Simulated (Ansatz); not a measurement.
A series in volume per atom on Bi

All results are calculated (Ansatz 0.2.0 development build). Equation of state of a cubic crystal from periodic Kohn-Sham density functional theory without spin; pressure corrected for the finite basis.

Cell of the first row (space group Fm-3m, No. 225):
```
Bi
1.0
      0.0000     2.4625     2.4625
      2.4625     0.0000     2.4625
      2.4625     2.4625     0.0000
Bi
1
Direct
  0.00000 0.00000 0.00000
```

Settings of every row: formula Bi; structure type fcc; functional PBE; spin treatment none; k mesh 19x19x19; occupation method fermi-dirac; occupation width 0.061225619 eV; wave cutoff 700 eV; datasets soft-1 PAW; density cutoff ratio 4.

Limits: a cubic model structure, not a phase known at ambient conditions; no spin-orbit coupling with 6p elements; the SCF threshold is loose for a stress in some rows.

```
row  volume per atom (Å³)  pressure (GPa)  energy above lowest point (meV/atom)
  1                29.865           3.676                                 20.81
  2                  30.5            2.32                                  8.98
  3                31.135           1.111                                  2.22
  4                31.771           0.025                                     0
  5                32.406          -0.955                                  1.88
  6                33.042               ?                                     ?
  7                33.677          -2.627                                 16.33
```

Question: what pressure and energy above lowest point should row 6 give?

Worked fit of pressure. Take u = (V_r/V)^(2/3) − 1 with V_r = 31.453 Å³ an atom, which is twice the finite (Eulerian) strain; such expansions in the strain, on which the Birch-Murnaghan equation of state is built, carry the rest volume and the bulk modulus. The shown rows have u = 0.03514, 0.02072, 0.0068, -0.00668, -0.0197, -0.04453. Least squares give pressure = 0.5518 + 80.654 × u + 222.77 × u² + 331 × u³ GPa; a parabola predicts inner rows, each left out in turn, worse (root mean square 0.0068 against 0.0038 GPa). The rows lie off it by 0.001, -0.002, 0.000, 0.002, -0.002, 0.000. The pressure vanishes at u = -0.0070, or V = 31.78 Å³ an atom, and there the bulk modulus at fixed shape and fractions is B = −V dP/dV = (2/3)(1 + u) dP/du = 51.4 GPa. The withheld row has u = -0.03232, so the fit gives 0.5518 + 80.654 × (-0.03232) + 222.77 × (-0.03232)² + 331 × (-0.03232)³ = -1.833 GPa.

The calculation gave -1.838 GPa. The fit lies 0.005 GPa (0.079 % of the column's range) above it; its largest miss of a shown row is 0.002 GPa.

Worked fit of energy above lowest point. Take u = (V_r/V)^(2/3) − 1 with V_r = 31.453 Å³ an atom, which is twice the finite (Eulerian) strain; such expansions in the strain, on which the Birch-Murnaghan equation of state is built, carry the rest volume and the bulk modulus. The shown rows have u = 0.03514, 0.02072, 0.0068, -0.00668, -0.0197, -0.04453. Least squares give energy above lowest point = 0.569 + 163.03 × u + 11689.4 × u² + 1793 × u³ meV/atom; a parabola predicts inner rows, each left out in turn, worse (root mean square 0.035 against 0.002 meV/atom). All shown rows lie on it to the printed digit. Its lowest point lies at u = -0.0070, or V = 31.79 Å³ an atom, and the curvature there gives the bulk modulus at fixed shape and fractions, B = (4/9)(1 + u)² E″(u)/V = 51.5 GPa. The withheld row has u = -0.03232, so the fit gives 0.569 + 163.03 × (-0.03232) + 11689.4 × (-0.03232)² + 1793 × (-0.03232)³ = 7.45 meV/atom.

The calculation gave 7.45 meV/atom. The fit meets it to the printed digit.
